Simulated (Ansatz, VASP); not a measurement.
# KF: VASP beside Ansatz

File INCAR:

```
  PREC = Accurate
  ENCUT = 520
  EDIFF = 1E-6
  ISMEAR = 0
  SIGMA = 0.05
  LREAL = False
  LASPH = True
  NELM = 100
  ALGO = Fast
  ISIF = 2
  LWAVE = False
  LCHARG = True
  GGA = PE
  LELF = True
  LVHAR = True
  NBANDS = 15
```

Contents of KPOINTS:

```
regular mesh
0
Gamma
  8 8 8
```

File POSCAR:

```
KF
1.0
    3.2589550000      0.0000000000      0.0000000000
    0.0000000000      3.2589550000      0.0000000000
    0.0000000000      0.0000000000      3.2589550000
K F
1 1
Direct
    0.0000000000      0.0000000000      0.0000000000
    0.5000000000      0.5000000000      0.5000000000
```

Input for Ansatz:

```yaml
crystal:
  lattice:
    - [3.258955, 0.0, 0.0]
    - [0.0, 3.258955, 0.0]
    - [0.0, 0.0, 3.258955]
  atoms:
    - { symbol: K, position: [0.0, 0.0, 0.0] }
    - { symbol: F, position: [0.5, 0.5, 0.5] }
basis:
  ecutwfc: 420
kpoints:
  mp_grid: { grid: [8, 8, 8] }
hamiltonian:
  xc: pbe
scf:
  occupations: { method: gaussian, width: 0.05 }
output:
  forces: true
  stress: true
  eigenvalues: true
```

The cell comes from a database or a generator and needn't be the stable form of this composition.

Alike in both runs: task single point; functional PBE; k mesh 8 × 8 × 8; occupations gaussian, width 0.05 eV; no spin polarisation.

|  | VASP | Ansatz |
| --- | --- | --- |
| version | VASP 6.6.1 | Ansatz 0.2.0 |
| potentials or method | VASP PAW PBE potentials, release 64 (K_sv, F) | scalar-relativistic, plane waves, PAW |
| plane-wave cutoff (eV) | 520 | 420 |
| valence electrons in the cell | 16 | 16 |

```tsv
	VASP	Ansatz	Ansatz less VASP
gap on the k mesh at the Fermi level (eV)	6.26	6.27	+0.017
least direct gap on the mesh (eV)	6.31	6.32	+0.015
pressure (GPa)	0.0	0.0	-0.01
```

A k mesh can miss the band edges. Expect the measured gap to be larger: semilocal functionals such as PBE lack the derivative discontinuity.
